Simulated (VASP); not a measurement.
# NiO (Fm-3m) in VASP: a series of runs, part 2 of 4

VASP 6.6.1. Earlier steps stand in the parts before.

**3. Band structure, rSCAN, collinear spin, ferromagnetic start**

The input, INCAR:

```
ALGO = Normal
EDIFF = 1E-6
ENCUT = 520
ISIF = 2
ISMEAR = -1
ISPIN = 2
LASPH = True
LCHARG = False
LMAXMIX = 4
LMIXTAU = True
LORBIT = 11
LREAL = False
LWAVE = False
MAGMOM = 1 0
METAGGA = RSCAN
NELM = 100
PREC = Accurate
SIGMA = 0.05
```

The input, KPOINTS:

```
k-points
0
Gamma
  11 11 11
```

The input, POSCAR:

```
NiO
1.0
    0.0000000000      2.0859016414      2.0859016414
    2.0859016414      0.0000000000      2.0859016414
    2.0859016414      2.0859016414      0.0000000000
Ni O
1 1
Direct
    0.0000000000      0.0000000000      0.0000000000
    0.5000000000      0.5000000000      0.5000000000
```

The input, KPOINTS_OPT:

```
path GXWKGLUWLK,UX
20
line-mode
reciprocal
 0.0000000000  0.0000000000  0.0000000000  G
 0.5000000000  0.0000000000  0.5000000000  X

 0.5000000000  0.0000000000  0.5000000000  X
 0.5000000000  0.2500000000  0.7500000000  W

 0.5000000000  0.2500000000  0.7500000000  W
 0.3750000000  0.3750000000  0.7500000000  K

 0.3750000000  0.3750000000  0.7500000000  K
 0.0000000000  0.0000000000  0.0000000000  G

 0.0000000000  0.0000000000  0.0000000000  G
 0.5000000000  0.5000000000  0.5000000000  L

 0.5000000000  0.5000000000  0.5000000000  L
 0.6250000000  0.2500000000  0.6250000000  U

 0.6250000000  0.2500000000  0.6250000000  U
 0.5000000000  0.2500000000  0.7500000000  W

 0.5000000000  0.2500000000  0.7500000000  W
 0.5000000000  0.5000000000  0.5000000000  L

 0.5000000000  0.5000000000  0.5000000000  L
 0.3750000000  0.3750000000  0.7500000000  K

 0.6250000000  0.2500000000  0.6250000000  U
 0.5000000000  0.0000000000  0.5000000000  X
```

Potentials or basis: VASP PAW PBE potentials, release 64 (Ni, O).

Launch:

```bash
cat potpaw_PBE.64/Ni/POTCAR potpaw_PBE.64/O/POTCAR > POTCAR
mpirun -np 1 vasp_std > vasp.out
```

It took 2.7 min on 1 thread of Intel Xeon Platinum 8488C (Sapphire Rapids), shared host; peak memory 0.18 GiB.

It converged, with:

```
Free energy                                           : -27.6533 eV
Pressure                                              : 1.6 GPa
Band gap on the k mesh                                : 0.66 eV, indirect (least direct gap 1.62 eV)
Band gap along the path                               : 0.62 eV, indirect (least direct gap 1.55 eV)
Net moment                                            : 2.00 μB per cell
Site moments                                          : Ni +1.69; O +0.28 μB
Valence electrons inside the program's atomic spheres : Ni 8.94; O 5.05
```

Levels at the corners of the path, in eV from the valence-band top:
Spin up:
```
point  band 5  band 6  band 7  band 8  band 9  band 10  band 11  band 12  band 13
    Γ   -3.10   -3.10   -2.83   -2.83   -2.83     2.22    18.88    19.71    19.71
    X   -3.88   -3.68   -3.11   -2.18   -2.18     6.83    11.67    12.81    17.80
    X   -3.88   -3.68   -3.11   -2.18   -2.18     6.83    11.67    12.81    17.80
    W   -3.25   -2.29   -2.29   -2.18   -1.75     9.27    11.61    11.61    14.36
    W   -3.25   -2.29   -2.29   -2.18   -1.75     9.27    11.61    11.61    14.36
    K   -3.22   -2.37   -2.29   -2.00   -1.61     8.54    11.14    11.54    16.91
    K   -3.22   -2.37   -2.29   -2.00   -1.61     8.54    11.14    11.54    16.91
    Γ   -3.10   -3.10   -2.83   -2.83   -2.83     2.22    18.88    19.71    19.71
    Γ   -3.10   -3.10   -2.83   -2.83   -2.83     2.22    18.88    19.71    19.71
    L   -2.51   -2.51   -1.83    0.00    0.00     6.39    10.96    14.91    14.91
    L   -2.51   -2.51   -1.83    0.00    0.00     6.39    10.96    14.91    14.91
    U   -3.22   -2.37   -2.29   -2.00   -1.60     8.54    11.14    11.54    16.91
    U   -3.22   -2.37   -2.29   -2.00   -1.60     8.54    11.14    11.54    16.91
    W   -3.25   -2.29   -2.29   -2.18   -1.75     9.27    11.61    11.61    14.36
    W   -3.25   -2.29   -2.29   -2.18   -1.75     9.27    11.61    11.61    14.36
    L   -2.51   -2.51   -1.83    0.00    0.00     6.39    10.96    14.91    14.91
    L   -2.51   -2.51   -1.83    0.00    0.00     6.39    10.96    14.91    14.91
    K   -3.22   -2.37   -2.29   -2.00   -1.61     8.54    11.14    11.54    16.91
    U   -3.22   -2.37   -2.29   -2.00   -1.60     8.54    11.14    11.54    16.91
    X   -3.88   -3.68   -3.11   -2.18   -2.18     6.83    11.67    12.81    17.80
```
Spin down:
| point | band 5 | band 6 | band 7 | band 8 | band 9 | band 10 |
| --- | --- | --- | --- | --- | --- | --- |
| Γ | -2.13 | -2.13 | -2.13 | 0.62 | 0.63 | 2.77 |
| X | -3.10 | -1.21 | -1.20 | 1.09 | 1.65 | 7.46 |
| X | -3.10 | -1.21 | -1.20 | 1.09 | 1.65 | 7.46 |
| W | -1.38 | -1.38 | -1.21 | 1.52 | 2.21 | 10.07 |
| W | -1.38 | -1.38 | -1.21 | 1.52 | 2.21 | 10.07 |
| K | -1.87 | -1.33 | -1.05 | 1.76 | 2.22 | 9.17 |
| K | -1.87 | -1.33 | -1.05 | 1.76 | 2.22 | 9.17 |
| Γ | -2.13 | -2.13 | -2.13 | 0.62 | 0.63 | 2.77 |
| Γ | -2.13 | -2.13 | -2.13 | 0.62 | 0.63 | 2.77 |
| L | -1.27 | -1.27 | -0.88 | 3.43 | 3.43 | 6.67 |
| L | -1.27 | -1.27 | -0.88 | 3.43 | 3.43 | 6.67 |
| U | -1.88 | -1.33 | -1.04 | 1.75 | 2.22 | 9.17 |
| U | -1.88 | -1.33 | -1.04 | 1.75 | 2.22 | 9.17 |
| W | -1.38 | -1.38 | -1.21 | 1.52 | 2.21 | 10.07 |
| W | -1.38 | -1.38 | -1.21 | 1.52 | 2.21 | 10.07 |
| L | -1.27 | -1.27 | -0.88 | 3.43 | 3.43 | 6.67 |
| L | -1.27 | -1.27 | -0.88 | 3.43 | 3.43 | 6.67 |
| K | -1.87 | -1.33 | -1.05 | 1.76 | 2.22 | 9.17 |
| U | -1.88 | -1.33 | -1.04 | 1.75 | 2.22 | 9.17 |
| X | -3.10 | -1.21 | -1.20 | 1.09 | 1.65 | 7.46 |

Caveat: the PAW data sets were made with another functional, which shifts forces and pressure a little; a cell with one magnetic atom can't hold antiferromagnetic order, which such compounds often take.

**4. Band structure, TPSS, collinear spin, ferromagnetic start**

The input, INCAR:

```
PREC = Accurate
ENCUT = 520
EDIFF = 1E-7
ISMEAR = -1
SIGMA = 0.05
LREAL = False
LASPH = True
NELM = 100
ALGO = Normal
ISIF = 2
LWAVE = False
LCHARG = False
ISPIN = 2
MAGMOM = 1 0
LORBIT = 11
LMAXMIX = 4
METAGGA = TPSS
LMIXTAU = True
```

The input, KPOINTS:

```
Automatic mesh
0
Gamma
  11 11 11
```

POSCAR is that of step 3.

KPOINTS_OPT is that of step 3.

Launch:

```bash
cat potpaw_PBE.64/Ni/POTCAR potpaw_PBE.64/O/POTCAR > POTCAR
mpirun -np 1 vasp_std > vasp.out
```

Wall time 3.2 min (1 thread of Intel Xeon Platinum 8488C (Sapphire Rapids), shared host); peak memory 0.18 GiB.

The run converged. Its results:

| Property | Result |
| --- | --- |
| Free energy | -21.7677 eV |
| Pressure | 4.5 GPa |
| Band gap along the path | none (metal or under the smearing width) |
| Net moment | 1.95 μB per cell |
| Site moments | Ni +1.61; O +0.29 μB |
| Valence electrons inside the program's atomic spheres | Ni 8.95; O 4.97 |

Levels at the corners of the path, in eV from the Fermi level:
Spin up:
| point | band 7 | band 8 | band 9 | band 10 | band 11 | band 12 |
| --- | --- | --- | --- | --- | --- | --- |
| Γ | -2.99 | -2.99 | -2.99 | 1.34 | 17.29 | 18.90 |
| X | -2.71 | -1.99 | -1.99 | 6.16 | 10.55 | 11.89 |
| X | -2.71 | -1.99 | -1.99 | 6.16 | 10.55 | 11.89 |
| W | -2.19 | -1.99 | -1.58 | 8.57 | 10.56 | 10.56 |
| W | -2.19 | -1.99 | -1.58 | 8.57 | 10.56 | 10.56 |
| K | -2.11 | -1.85 | -1.47 | 7.83 | 10.16 | 10.45 |
| K | -2.11 | -1.85 | -1.47 | 7.83 | 10.16 | 10.45 |
| Γ | -2.99 | -2.99 | -2.99 | 1.34 | 17.29 | 18.90 |
| Γ | -2.99 | -2.99 | -2.99 | 1.34 | 17.29 | 18.90 |
| L | -1.71 | 0.05 | 0.05 | 5.36 | 10.05 | 14.10 |
| L | -1.71 | 0.05 | 0.05 | 5.36 | 10.05 | 14.10 |
| U | -2.11 | -1.85 | -1.47 | 7.83 | 10.16 | 10.45 |
| U | -2.11 | -1.85 | -1.47 | 7.83 | 10.16 | 10.45 |
| W | -2.19 | -1.99 | -1.58 | 8.57 | 10.56 | 10.56 |
| W | -2.19 | -1.99 | -1.58 | 8.57 | 10.56 | 10.56 |
| L | -1.71 | 0.05 | 0.05 | 5.36 | 10.05 | 14.10 |
| L | -1.71 | 0.05 | 0.05 | 5.36 | 10.05 | 14.10 |
| K | -2.11 | -1.85 | -1.47 | 7.83 | 10.16 | 10.45 |
| U | -2.11 | -1.85 | -1.47 | 7.83 | 10.16 | 10.45 |
| X | -2.71 | -1.99 | -1.99 | 6.16 | 10.55 | 11.89 |
Spin down:
| point | band 5 | band 6 | band 7 | band 8 | band 9 | band 10 |
| --- | --- | --- | --- | --- | --- | --- |
| Γ | -2.19 | -2.19 | -2.19 | -0.28 | -0.28 | 1.82 |
| X | -3.18 | -1.12 | -1.12 | 0.17 | 0.70 | 6.75 |
| X | -3.18 | -1.12 | -1.12 | 0.17 | 0.70 | 6.75 |
| W | -1.38 | -1.38 | -1.12 | 0.57 | 1.30 | 9.28 |
| W | -1.38 | -1.38 | -1.12 | 0.57 | 1.30 | 9.28 |
| K | -1.93 | -1.25 | -1.00 | 0.82 | 1.32 | 8.41 |
| K | -1.93 | -1.25 | -1.00 | 0.82 | 1.32 | 8.41 |
| Γ | -2.19 | -2.19 | -2.19 | -0.28 | -0.28 | 1.82 |
| Γ | -2.19 | -2.19 | -2.19 | -0.28 | -0.28 | 1.82 |
| L | -1.26 | -1.26 | -0.87 | 2.54 | 2.54 | 5.61 |
| L | -1.26 | -1.26 | -0.87 | 2.54 | 2.54 | 5.61 |
| U | -1.93 | -1.25 | -1.00 | 0.82 | 1.32 | 8.41 |
| U | -1.93 | -1.25 | -1.00 | 0.82 | 1.32 | 8.41 |
| W | -1.38 | -1.38 | -1.12 | 0.57 | 1.30 | 9.28 |
| W | -1.38 | -1.38 | -1.12 | 0.57 | 1.30 | 9.28 |
| L | -1.26 | -1.26 | -0.87 | 2.54 | 2.54 | 5.61 |
| L | -1.26 | -1.26 | -0.87 | 2.54 | 2.54 | 5.61 |
| K | -1.93 | -1.25 | -1.00 | 0.82 | 1.32 | 8.41 |
| U | -1.93 | -1.25 | -1.00 | 0.82 | 1.32 | 8.41 |
| X | -3.18 | -1.12 | -1.12 | 0.17 | 0.70 | 6.75 |

Caveat: the PAW data sets were made with another functional, which shifts forces and pressure a little; a cell with one magnetic atom can't hold antiferromagnetic order, which such compounds often take; semilocal functionals often make such compounds metallic where correlation or magnetic order opens a gap, which also shifts bond lengths.

(Part 2 of 4 ends here.)
